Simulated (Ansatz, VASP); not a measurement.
**ZrB2: VASP beside Ansatz**

Contents of INCAR:

```
SYSTEM = ZrB2
PREC = Accurate ; ENCUT = 520
EDIFF = 1E-8 ; ISMEAR = 0
SIGMA = 0.1 ; LREAL = .False.
LASPH = .True. ; NELM = 100
ALGO = Fast ; ISIF = 2
LWAVE = .False. ; LCHARG = .False.
GGA = PE ; LEFG = .True.
NBANDS = 16
```

KPOINTS

```
Automatic mesh
0
Gamma
  18 18 12
  0 0 0
```

Contents of POSCAR:

```
ZrB2
1.0
    3.1670000000      0.0000000000      0.0000000000
   -1.5835000000      2.7427024538      0.0000000000
    0.0000000000      0.0000000000      3.5310000000
Zr B
1 2
Direct
    0.0000000000      0.0000000000      0.0000000000
    0.3333333333      0.6666666667      0.5000000000
    0.6666666667      0.3333333333      0.5000000000
```

Input for Ansatz:

```yaml
crystal:
  lattice:
    - [3.167, 0.0, 0.0]
    - [-1.5835, 2.7427024538, 0.0]
    - [0.0, 0.0, 3.531]
  atoms:
    - { symbol: Zr, position: [0.0, 0.0, 0.0] }
    - { symbol: B, position: [0.3333333333, 0.6666666667, 0.5] }
    - { symbol: B, position: [0.6666666667, 0.3333333333, 0.5] }
scf:
  occupations: { method: gaussian, width: 0.1 }
output:
  forces: true
  stress: true
  eigenvalues: true
  efg: {}
  bader: true
  write_density: true
  write_potential: true
  elf: true
  volumetric_format: npy
kpoints:
  mp_grid: { grid: [18, 18, 12] }
hamiltonian:
  xc: pbe
```

Alike in both runs: task electric field gradients; functional PBE; k mesh 18 × 18 × 12; occupations gaussian, width 0.1 eV; no spin polarisation.

|  | VASP | Ansatz |
| --- | --- | --- |
| version | VASP 6.6.1 | Ansatz 0.2.0 |
| potentials or method | VASP PAW PBE potentials, release 64 (Zr_sv, B) | scalar-relativistic, plane waves, PAW |
| plane-wave cutoff (eV) | 520 | 420 |
| valence electrons in the cell | 18 | 18 |

```tsv
	VASP	Ansatz	Ansatz less VASP
gap on the k mesh at the Fermi level (eV)	none	none	-
pressure (GPa)	1.5	1.4	-0.14
largest component of the traceless stress (GPa)	0.37	0.33	-0.043
Vzz of the field gradient on the site that differs most (V/Å²)	41.6	45.1	+3.52
```

A gap of «none» marks a metal or a gap that the smearing closes. Ansatz warned: «gradients_without_spin_orbit».
